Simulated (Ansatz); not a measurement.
**C vacancy in SiC**

All numbers below come from DFT PBE, scalar-relativistic, plane waves, PAW in Ansatz. Settings: 420 eV cutoff, 2×2×2 k-mesh, Gaussian smearing of 0.01 eV, collinear spin in charge +1 alone.

Host crystal, relaxed:

```yaml
crystal:
  lattice:
    - [3.09194, 0.00000, 0.00000]
    - [-1.54597, 2.67770, 0.00000]
    - [0.00000, 0.00000, 5.07429]
  atoms:
    - { symbol: Si, position: [0.33333, 0.66667, 0.49958] }
    - { symbol: Si, position: [0.66667, 0.33333, 0.99958] }
    - { symbol: C, position: [0.33333, 0.66667, 0.87542] }
    - { symbol: C, position: [0.66667, 0.33333, 0.37542] }
```

Supercell of 48 atoms, rows in host cell vectors: -2 0 -1; 2 2 -1; 0 -2 -1. Atoms relax at the host's cell, keeping the symmetry that the supercell leaves at the site. The cell is small, so energies carry finite-size errors of tenths of an eV. The host's Kohn–Sham gap is 2.31 eV. Atoms are taken from and returned to the elements' standard states. Charged cells are corrected for image charges with the computed static dielectric tensor (mean 10.6) and aligned with the host's potential at far atoms (alignment terms reach 0.61 eV; the program doubts the alignment in some charges, where it is up to 0.61 eV). No band-filling term is added, and the Fermi level counts from the host's valence band top.

Defect: C vacancy set at (0.333, 0.667, 0.875) of the host cell. Before relaxation its nearest neighbours are 3 Si at 1.89 Å, 1 Si at 1.91 Å.

| charge | E_f at the valence band top (eV) | over the neutral state (eV) | moment (μB) | largest move (Å) | atoms near the site |
| --- | --- | --- | --- | --- | --- |
| +2 | 2.19 | -2.69 | 0.00 | 0.17 | 3 Si at 1.99 Å, 1 Si at 2.07 Å |
| +1 | 3.28 | -1.59 | 1.00 | 0.08 | 3 Si at 1.92 Å, 1 Si at 1.99 Å |
| 0 | 4.87 | 0.00 | 0.00 | 0.09 | 3 Si at 1.85 Å, 1 Si at 1.92 Å |

Among the charges computed the stable one is +2 at the valence band top, changing to +1 at 1.09 eV, changing to 0 at 1.59 eV. In charge 0 the cell has partly filled bands: a level of the defect may be part filled, the carrier may sit in the host's bands, or levels may cross between the k points, so transitions that involve it are doubtful.